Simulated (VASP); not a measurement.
Runs of VASP 6.6.1 on In. It takes space group I4/mmm (No. 139, tetragonal). Conventional cell: a = 3.251 Å, b = 3.251 Å, c = 4.947 Å, α = 90.00°, β = 90.00°, γ = 90.00°. In (site symmetry 4/mmm) is surrounded by 12 In at 3.25 to 3.38 Å. 

| level | potentials or basis | k mesh | cutoff (eV) | further INCAR settings | gap on the mesh (eV) | pressure (GPa) |
| --- | --- | --- | --- | --- | --- | --- |
| PBEsol | VASP PAW PBE potentials, release 64 (In_d) | 20 × 20 × 20 | 520 | ALGO = Fast; EDIFF = 1e-07 | none | -1.0 |
| PBEsol | VASP PAW PBE potentials, release 64 (In) | 14 × 14 × 14 | 500 | ALGO = Fast; EDIFF = 1e-07 | none | -0.7 |
| PBEsol | VASP PAW PBE potentials, release 64 (In_d) | 14 × 14 × 14 | 700 | ALGO = Fast; EDIFF = 1e-07 | none | -1.0 |
| r2SCAN | VASP PAW PBE potentials, release 64 (In_d) | 14 × 14 × 14 | 520 | ALGO = Normal; EDIFF = 1e-07 | none | 0.2 |
| PBEsol | VASP PAW PBE potentials, release 64 (In_d) | 14 × 14 × 14 | 600 | ALGO = Fast; EDIFF = 1e-07 | none | (a) |

Alike in all rows: task electric field gradients; no spin polarisation; cell as given; smearing fermi-dirac 0.05 eV.

Estimate the missing entries.

(a) -1.1.

Caveats: the PAW data sets were made with another functional, which shifts forces and pressure a little.

A k mesh can miss the band edges, and the runs leave out spin-orbit coupling on In.

A gap of «none» marks a metal or a gap under the smearing width.

The runs don't all hold the same shells in valence.

Runs at the PBE level aren't shown here.
